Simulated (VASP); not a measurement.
# H2CO in VASP: notebook

The runs below take H2CO through single point, with PBEsol.

Everything below comes from runs of VASP 6.6.1. Logs are shortened: lines on timing, memory, paths and dates and some standing lists are left out, and cuts for length are marked.

### 1 The structure

The cell holds a amorphous, 40 atoms: a = 8.481 Å, b = 8.481 Å, c = 8.481 Å, α = 90.00°, β = 90.00°, γ = 90.00°.

The cell was built by a generator and needn't be a form met in nature.

### 2 Single point, PBEsol

Contents of INCAR:

```
SYSTEM = H2CO
PREC = Accurate
ENCUT = 520
EDIFF = 1E-6
ISMEAR = -1
SIGMA = 0.02
LREAL = Auto
LASPH = .TRUE.
NELM = 60
ALGO = Fast
ISIF = 2
LWAVE = .FALSE.
LCHARG = .FALSE.
GGA = PS
NBANDS = 86
```

Contents of KPOINTS:

```
regular mesh
0
G
  1 1 1
  0 0 0
```

Contents of POSCAR:

```
H2CO
1.0
    8.4809260000      0.0000000000      0.0000000000
    0.0000000000      8.4809260000      0.0000000000
    0.0000000000      0.0000000000      8.4809260000
O C H
10 10 20
Direct
    0.9284127700      1.0835019666      0.0769373533
    0.0364582830      0.8637264374      0.7111015943
    0.7521112671      0.4510002799      0.8095578242
    0.4104740449      0.4498801192      0.5295766052
    1.0324108476      0.5503998030      0.2314841563
    0.4585348345      0.7157944781      0.0380972549
    0.0746852407      0.2916780550      0.5697137317
    0.7354149771      0.0139843220      0.4770115905
    0.4109456915      0.1821735032      0.9365133006
    0.3321924988      0.0989278765      0.3548197449
    0.8656955620      0.9644583622      0.0400074237
    0.0226626196      0.7466401664      0.6280092528
    0.6164657020      0.4137873624      0.7811529071
    0.2878812998      0.5036478328      0.4895691815
    0.9391663127      0.4688049395      0.1647343698
    0.3375338967      0.6595859933      0.0858043096
    0.0500534965      0.2766207369      0.7063497547
    0.6267593892      0.0127580408      0.5675913220
    0.3324872779      0.0653938025      0.9691984106
    0.2128776976      0.0237827803      0.3374395673
    0.7650697577      0.9552376710     -0.0552651916
    0.8851981494      0.8523715453      0.1112968089
    0.0328855599      0.6268183451      0.6797960506
   -0.0021106186      0.7502954276      0.5042845557
    0.5844173148      0.3055798388      0.7197327273
    0.5111705962      0.4891093260      0.8161137121
    0.2258479793      0.4594781277      0.3847221400
    0.2243622925      0.5957722070      0.5530528152
    0.8865423422      0.3591588937      0.2161202680
    0.8860117398      0.5030936480      0.0443111990
    0.2250461801      0.7259112979      0.1098582867
    0.3321217518      0.5403537302      0.1390767942
   -0.0130292376      0.1759949326      0.7584313317
    0.0965106876      0.3652549262      0.7869777428
    0.6465567557     -0.0206817039      0.6932851436
    0.4982356879      0.0358215601      0.5269825488
    0.2012398174      0.0707941562      0.9863781384
    0.3898159234     -0.0490276651      1.0045719064
    0.1727641533     -0.0785409518      0.4240692585
    0.1283114603      0.0442404520      0.2359412168
```

Potentials or basis: VASP PAW PBE potentials, release 64 (O, C, H).

The run is started by

```console
$ cat potpaw_PBE.64/O/POTCAR potpaw_PBE.64/C/POTCAR potpaw_PBE.64/H/POTCAR > POTCAR
$ mpirun -np 1 vasp_gam > vasp.out
```

OUTCAR:

```text
SYSTEM = H2CO
   PREC = Accurate
   ENCUT = 520
   EDIFF = 1E-6
   ISMEAR = -1
   LREAL = Auto
   LASPH = .TRUE.
   NELM = 60
   ISIF = 2
   GGA = PS

 ion  position               nearest neighbor table
   1  0.928  0.084  0.077-  11 1.18
   2  0.036  0.864  0.711-  12 1.22
   3  0.752  0.451  0.810-  13 1.22
   4  0.410  0.450  0.530-  14 1.18
   5  0.032  0.550  0.231-  15 1.19
   6  0.459  0.716  0.038-  16 1.20
   7  0.075  0.292  0.570-  17 1.18
   8  0.735  0.014  0.477-  18 1.20
   9  0.411  0.182  0.937-  19 1.22
  10  0.332  0.099  0.355-  20 1.20
  11  0.866  0.964  0.040-  22 1.14  21 1.18   1 1.18
  12  0.023  0.747  0.628-  24 1.07  23 1.11   2 1.22
  13  0.616  0.414  0.781-  25 1.09  26 1.14   3 1.22
  14  0.288  0.504  0.490-  28 1.09  27 1.10   4 1.18
  15  0.939  0.469  0.165-  29 1.12  30 1.15   5 1.19
  16  0.338  0.660  0.086-  32 1.11  31 1.13   6 1.20
  17  0.050  0.277  0.706-  34 1.09  33 1.10   7 1.18
  18  0.627  0.013  0.568-  35 1.12  36 1.16   8 1.20
  19  0.332  0.065  0.969-  37 1.12  38 1.13   9 1.22
  20  0.213  0.024  0.337-  40 1.13  39 1.19  10 1.20
  21  0.765  0.955  0.945-  11 1.18
  22  0.885  0.852  0.111-  11 1.14
  23  0.033  0.627  0.680-  12 1.11
  24  0.998  0.750  0.504-  12 1.07
  25  0.584  0.306  0.720-  13 1.09
  26  0.511  0.489  0.816-  13 1.14
[... 12 lines left out ...]
  39  0.173  0.921  0.424-  20 1.19
  40  0.128  0.044  0.236-  20 1.13

  LATTYP: Found a simple cubic cell.
 ALAT       =     8.4809260000

  Lattice vectors:

 A1 = (   8.4809260000,   0.0000000000,   0.0000000000)
 A2 = (   0.0000000000,   8.4809260000,   0.0000000000)
 A3 = (   0.0000000000,   0.0000000000,   8.4809260000)

Analysis of symmetry for initial positions (statically):
=====================================================================
 Subroutine PRICEL returns:
 Original cell was already a primitive cell.

 Routine SETGRP: Setting up the symmetry group for a
 simple cubic supercell.

 Subroutine GETGRP returns: Found  1 space group operations
 (whereof  1 operations were pure point group operations)
 out of a pool of 48 trial point group operations.

The static configuration has the point symmetry C_1 .

Analysis of symmetry for dynamics (positions and initial velocities):
=====================================================================
 Subroutine PRICEL returns:
 Original cell was already a primitive cell.

 Routine SETGRP: Setting up the symmetry group for a
 simple cubic supercell.

 Subroutine GETGRP returns: Found  1 space group operations
 (whereof  1 operations were pure point group operations)
 out of a pool of 48 trial point group operations.

The dynamic configuration has the point symmetry C_1 .

 Subroutine INISYM returns: Found  1 space group operations
 (whereof  1 operations are pure point group operations),
 and found     1 'primitive' translations

----------------------------------------------------------------------------------------

                                     Primitive cell

  volume of cell :     610.0000

  direct lattice vectors                    reciprocal lattice vectors
     8.480926000  0.000000000  0.000000000     0.117911653  0.000000000  0.000000000
     0.000000000  8.480926000  0.000000000     0.000000000  0.117911653  0.000000000
     0.000000000  0.000000000  8.480926000     0.000000000  0.000000000  0.117911653

  length of vectors
     8.480926000  8.480926000  8.480926000     0.117911653  0.117911653  0.117911653

  position of ions in fractional coordinates (direct lattice)
     0.928412770  0.083501967  0.076937353
     0.036458283  0.863726437  0.711101594
     0.752111267  0.451000280  0.809557824
     0.410474045  0.449880119  0.529576605
     0.032410848  0.550399803  0.231484156
     0.458534834  0.715794478  0.038097255
[... 32 lines left out ...]
     0.172764153  0.921459048  0.424069258
     0.128311460  0.044240452  0.235941217

  ion indices of the primitive-cell ions
   primitive index   ion index
                 1           1
                 2           2
                 3           3
                 4           4
                 5           5
                 6           6
[... 32 lines left out ...]
                39          39
                40          40

----------------------------------------------------------------------------------------

 KPOINTS: regular mesh

Automatic generation of k-mesh.
 Grid dimensions read from file:
 generate k-points for:    1    1    1

 Generating k-lattice:

  Cartesian coordinates                     Fractional coordinates (reciprocal lattice)
     0.117911653  0.000000000  0.000000000     1.000000000  0.000000000  0.000000000
     0.000000000  0.117911653  0.000000000     0.000000000  1.000000000  0.000000000
     0.000000000  0.000000000  0.117911653     0.000000000  0.000000000  1.000000000

  Length of vectors
     0.117911653  0.117911653  0.117911653

  Shift w.r.t. Gamma in fractional coordinates (k-lattice)
     0.000000000  0.000000000  0.000000000

 Subroutine IBZKPT returns following result:
 ===========================================

 Found      1 irreducible k-points:

 Following reciprocal coordinates:
            Coordinates               Weight
  0.000000  0.000000  0.000000      1.000000
   k-points           NKPTS =      1   k-points in BZ     NKDIM =      1   number of bands    NBANDS=     86
   number of dos      NEDOS =    301   number of ions     NIONS =     40
   total plane-waves  NPLWV = 262144
   dimension x,y,z NGX =    64 NGY =   64 NGZ =   64
   dimension x,y,z NGXF=   128 NGYF=  128 NGZF=  128
   ions per type =              10  10  20
   NGX,Y,Z   is equivalent  to a cutoff of  12.55, 12.55, 12.55 a.u.
   NGXF,Y,Z  is equivalent  to a cutoff of  25.09, 25.09, 25.09 a.u.
 SYSTEM =  H2CO
   PREC   = accura    normal or accurate (medium, high low for compatibility)
   ISTART =      0    job   : 0-new  1-cont  2-samecut
   ICHARG =      2    charge: 1-file 2-atom 10-const
   ISPIN  =      1    spin polarized calculation?
   LNONCOLLINEAR =      F non collinear calculations
   LSORBIT =      F    spin-orbit coupling
   LASPH  =      T    aspherical Exc in radial PAW
   ENCUT  =  520.0 eV  38.22 Ry    6.18 a.u.  15.77 15.77 15.77*2*pi/ulx,y,z
   NELM   =     60;   NELMIN=  2; NELMDL= -5     # of ELM steps
   EDIFF  = 0.1E-05   stopping-criterion for ELM
   LREAL  =      T    real-space projection
   EDIFFG = 0.1E-04   stopping-criterion for IOM
   NSW    =      0    number of steps for IOM
   IBRION =     -1    ionic relax: 0-MD 1-quasi-New 2-CG
   NFREE  =      0    steps in history (QN), initial steepest desc. (CG)
   ISIF   =      2    stress and relaxation
   ISYM   =      2    0-nonsym 1-usesym 2-fastsym
   POTIM  = 0.5000    time-step for ionic-motion
   TEBEG  =    0.0;   TEEND  =   0.0 temperature during run
   PSTRESS=    0.0 pullay stress
   NELECT =     120.0000    total number of electrons
   NUPDOWN=      -1.0000    fix difference up-down
   EMIN   =  10.00;   EMAX   =-10.00  energy-range for DOS
   EFERMI =   0.00;   METHOD = LEGACY
   ISMEAR =    -1;   SIGMA  =   0.02  broadening in eV -4-tet -1-fermi 0-gaus
   EFERMI_NEDOS =   21; number of points for ismear=-14 and -15
   IALGO  =     68    algorithm
   IMIX   =      4    mixing-type and parameters
     AMIX     =   0.40;   BMIX     =  1.00
     AMIX_MAG =   1.60;   BMIX_MAG =  1.00
  volume/ion in A,a.u.               =      15.25       102.91
  Fermi-wavevector in a.u.,A,eV,Ry     =   0.952121  1.799247 12.334140  0.906534
  Thomas-Fermi vector in A             =   2.080654
   LORBIT       =      0    0 simple, 1 ext, 2 COOP (PROOUT), +10 PAW based schemes
   GGA     = PS    functional components
   LHFCALC =     F    Hartree Fock is set to
   AEXX    =    0.0000 exact exchange contribution
   IVDW    =     0    specifies the selected vdW correction
   LEPSILON=     F    determine dielectric tensor
   LRPA    =     F    only Hartree local field effects (RPA)
 non-spin polarized calculation
 RMM-DIIS sequential band-by-band and
  energy-cutoff  :      520.00
  volume of cell :      610.00
 maximum number of plane-waves:      8188
 NGX is ok and might be reduce to    64
   NGX = 31   NGY = 31   NGZ = 31

 number of electron     120.0000012 magnetization

 Free energy of the ion-electron system (eV)
  ---------------------------------------------------
  ext. energy  EPLUGINS =         0.00000000
  ---------------------------------------------------
  free energy    TOTEN  =      -225.00155816 eV

  energy without entropy =     -225.00155816  energy(sigma->0) =     -225.00155816

 E-fermi :  -2.1401     XC(G=0):  -6.0021

 val. band max:       -2.6852113580   @ k =   0.0000   0.0000   0.0000
 cond. band min:      -0.3026795230   @ k =   0.0000   0.0000   0.0000
 fundamental gap:      2.3825318350
 Fermi energy:        -2.1401423274

 k-point     1 :       0.0000    0.0000    0.0000
  band No.  band energies     occupation
      1     -24.4919      2.00000
      2     -24.3303      2.00000
      3     -24.2744      2.00000
      4     -24.1492      2.00000
      5     -23.9945      2.00000
      6     -23.8953      2.00000
[... 64 lines left out ...]
     71       2.1608      0.00000
     72       3.1704      0.00000
 [bands above 72 left out]

------------------------ aborting loop because EDIFF is reached ----------------------------------------

  FORCE on cell =-STRESS in cart. coord.  units (eV):
  Direction    XX          YY          ZZ          XY          YZ          ZX
  --------------------------------------------------------------------------------------
  -------------------------------------------------------------------------------------
  Total        4.1351992      4.1788393      6.7019351      1.6533287      1.5985841      0.2023671
  in kB       10.8611846     10.9758062     17.6027686      4.3425014      4.1987135      0.5315212
  external PRESSURE =      13.1465864 kB  Pullay stress =       0.0000000 kB

 VOLUME and BASIS-vectors are now :
 -----------------------------------------------------------------------------
  energy-cutoff  :      520.00
  volume of cell :      610.00
      direct lattice vectors                 reciprocal lattice vectors
     8.480926000  0.000000000  0.000000000     0.117911653  0.000000000  0.000000000
     0.000000000  8.480926000  0.000000000     0.000000000  0.117911653  0.000000000
     0.000000000  0.000000000  8.480926000     0.000000000  0.000000000  0.117911653

 POSITION                                       TOTAL-FORCE (eV/Angst)
 -----------------------------------------------------------------------------------
      7.87380      0.70817      0.65250         1.316923      2.366125      0.178970
      0.30920      7.32520      6.03080         0.025903     -0.108024     -0.246623
      6.37860      3.82490      6.86580         0.116643      0.025905     -0.024457
      3.48120      3.81540      4.49130         2.511310     -0.626412      1.025231
      0.27487      4.66790      1.96320         1.404672      1.132774      0.966433
      3.88880      6.07060      0.32310         0.776340      0.395225     -0.770316
[... 32 lines left out ...]
      1.46520      7.81483      3.59650         0.574648      1.106592     -0.744979
      1.08820      0.37520      2.00100         0.237537      0.021293      0.324506
 -----------------------------------------------------------------------------------
    total drift:                                0.008970      0.005766      0.010063

  FREE ENERGIE OF THE ION-ELECTRON SYSTEM (eV)
  ---------------------------------------------------
  free  energy   TOTEN  =      -225.0015581555 eV

  energy  without entropy=     -225.0015581555  energy(sigma->0) =     -225.00155816
```

It took 3.2 min on 1 thread of Intel Xeon Platinum 8175M at 2.50GHz (Skylake/Cascade Lake), shared host; peak memory 0.56 GiB.

Results:

| Property | Result |
| --- | --- |
| Free energy | -225.0016 eV |
| Pressure | 1.3 GPa |
| Largest force | 3.814 eV/Å |
| Band gap on the k mesh | 2.38 eV, direct |

Forces on the atoms (eV/Å):
```
O    1.317  2.366  0.179
O    0.026 -0.108 -0.247
O    0.117  0.026 -0.024
O    2.511 -0.626  1.025
O    1.405  1.133  0.966
O    0.776  0.395 -0.770
O    0.310  0.088 -3.097
O    1.002  0.098 -0.948
O   -0.408 -0.444 -0.234
O    0.418  0.213  0.041
C   -2.584 -2.764 -0.480
C    0.173  0.119  1.845
C   -0.493  0.818  0.469
C   -1.694 -0.388 -1.340
C   -2.346 -0.810 -1.739
C   -0.808 -0.185  1.649
C   -0.294 -0.181  2.114
C   -1.782 -0.237  0.294
C    0.393  0.385  0.923
C   -1.331 -1.293  0.385
H    1.145  0.186  0.685
H    0.063  0.193 -0.483
H   -0.142 -0.261  0.145
H   -0.297  0.241 -1.497
H   -0.039 -0.666 -0.381
H    0.596 -0.229 -0.035
H   -0.238  0.017 -0.454
H   -0.302  0.912  0.662
H    0.275 -0.047  0.135
H    0.469 -0.243  0.594
H    0.074  0.236 -0.577
H    0.079 -0.568 -0.317
H   -0.305 -0.424  0.081
H    0.191  0.564  0.939
H   -0.067  0.088  0.354
H    0.972 -0.002  0.342
H    0.049  0.124 -0.381
H   -0.042  0.146 -0.405
H    0.575  1.107 -0.745
H    0.238  0.021  0.325
```

Caveat: the standard files for N, O and F lose accuracy on very short bonds; the PAW data sets were made with another functional, which shifts forces and pressure a little. A hybrid or GW would open this gap; PBEsol tends to underestimate it.

### 3 Single point, PBEsol

Contents of INCAR:

```
SYSTEM = H2CO
  PREC = Accurate
  ENCUT = 520
  EDIFF = 1E-6
  ISMEAR = -1
  SIGMA = 0.02
  LREAL = Auto
  LASPH = .True.
  NELM = 60
  ALGO = Normal
  ISIF = 2
  LWAVE = .False.
  LCHARG = .True.
  GGA = PS
  LELF = .True.
  LVHAR = .True.
  NBANDS = 86
```

Contents of KPOINTS:

```
regular mesh
0
Gamma
  1 1 1
  0 0 0
```

Contents of POSCAR:

```
H2CO
1.0
    8.4809260000      0.0000000000      0.0000000000
    0.0000000000      8.4809260000      0.0000000000
    0.0000000000      0.0000000000      8.4809260000
O C H
10 10 20
Direct
    0.9082380863      1.0840561514      0.0627172080
    0.0200921456      0.8594108709      0.7296255149
    0.7573229621      0.4153084227      0.8286477208
    0.4008170806      0.4268637646      0.5534301325
    1.0532458366      0.5352009910      0.1874323629
    0.4743703695      0.6902076495      0.0436508938
    0.0081830687      0.2966893002      0.5599034822
    0.7748564249      0.0425896889      0.4974574710
    0.3797344771      0.1798270613      0.9227883842
    0.3468017525      0.0666082925      0.3392789891
    0.8347201709      0.9643876152      0.0704993771
   -0.0141376071      0.7397187524      0.6544568364
    0.6187885615      0.4233028327      0.7932270603
    0.2897207215      0.4762333736      0.4815393979
    0.9199702957      0.5009594471      0.1491818228
    0.3419909571      0.6648684354      0.0889171772
    0.0020162893      0.2683905036      0.7031189755
    0.6476179606     -0.0040561608      0.5451998992
    0.3058628268      0.0834578677      0.9904814639
    0.2099652797      0.0499709584      0.3578500744
    0.7552595082      0.9570653016      0.1789309328
    0.8394248458      0.8568757704     -0.0178989889
   -0.0662191841      0.6342703615      0.7081891765
   -0.0009079197      0.7251094987      0.5238225166
    0.5466266302      0.3191986347      0.7357215474
    0.5608939401      0.5366159309      0.8157599772
    0.2572950171      0.4366975965      0.3597602432
    0.2196222441      0.5783684470      0.5151324278
    0.8423490548      0.4356128093      0.2352809115
    0.8571941319      0.5425350958      0.0441225404
    0.2362359959      0.6754215283      0.0032661528
    0.3142935099      0.6615669091      0.2202000112
   -0.0445116488      0.1564215983      0.7518636526
    0.0508317134      0.3484996803      0.7898076224
    0.6514854628     -0.1081131942      0.6284691082
    0.5354250232      0.0528951673      0.5140004759
    0.1912173270      0.1170273152      1.0425512497
    0.3443727725     -0.0417525162      1.0086752319
    0.1502784012      0.0693084694      0.4684865780
    0.1218027371     -0.0024879359      0.2671288489
```

Potentials or basis: VASP PAW PBE potentials, release 64 (O, C, H).

The run is started by

```console
$ cat potpaw_PBE.64/O/POTCAR potpaw_PBE.64/C/POTCAR potpaw_PBE.64/H/POTCAR > POTCAR
$ mpirun -np 1 vasp_gam > vasp.out
```

Wall time 2.6 min (1 thread of Intel Xeon Platinum 8175M at 2.50GHz (Skylake/Cascade Lake), shared host); peak memory 0.52 GiB.

Results (log left out):

```yaml
Free_energy: -224.7481 eV
Pressure: 1.0 GPa
Largest_force: 3.939 eV/Å
Band_gap_on_the_k_mesh: 2.58 eV, direct
```

Forces in eV/Å, atoms in the order of the input:
```
O    1.416  1.323 -1.011
O   -0.176 -1.194 -0.780
O    0.730 -0.335 -0.017
O    0.811 -0.432  0.791
O    0.572  0.131 -0.300
O    0.899 -0.388 -0.281
O    0.107 -0.075  1.300
O   -0.199  0.129 -0.407
O    2.132  2.022 -1.834
O    3.029  0.484 -0.921
C   -1.574 -1.867  0.905
C    0.192  1.095  0.215
C   -0.719 -1.323 -0.695
C   -0.434  0.050 -1.910
C   -1.085 -0.125  1.529
C   -1.289  1.387  0.022
C   -0.133 -0.327 -1.716
C    1.165 -0.410  0.610
C   -1.727 -1.798  1.734
C   -3.615 -1.520 -0.368
H    0.011 -0.661 -0.639
H    0.104  1.260  0.723
H   -0.216 -0.451  0.616
H    0.210  0.480 -0.036
H    0.986  1.300  0.852
H   -0.796  0.326 -0.029
H   -0.029 -0.423  0.142
H   -0.603  0.771  0.802
H    0.206 -0.223 -0.280
H    0.145  0.138 -0.822
H    0.657 -0.548  0.760
H   -0.046 -0.434 -0.553
H   -0.173 -0.140 -0.158
H    0.371  0.734  0.617
H   -0.556  0.102 -0.086
H   -0.413  0.089 -0.115
H   -0.517 -0.181  0.233
H    0.114  0.057 -0.158
H   -0.417  0.491  1.167
H    0.861  0.488  0.096
```

Stress tensor (GPa, compression positive):
```
 2.52  0.35 -0.97
 0.35  0.38 -1.18
-0.97 -1.18 -0.01
```

Levels at points of the mesh, in eV from the valence-band top:
```csv
k point,band 56,band 57,band 58,band 59,band 60,band 61,band 62,band 63,band 64,band 65
"(0.00, 0.00, 0.00)",-0.40,-0.23,-0.10,-0.07,0.00,2.58,2.71,2.96,3.05,3.19
```

Caveat: the standard files for N, O and F lose accuracy on very short bonds; the PAW data sets were made with another functional, which shifts forces and pressure a little. As with any semilocal functional, this PBEsol gap is likely too small.
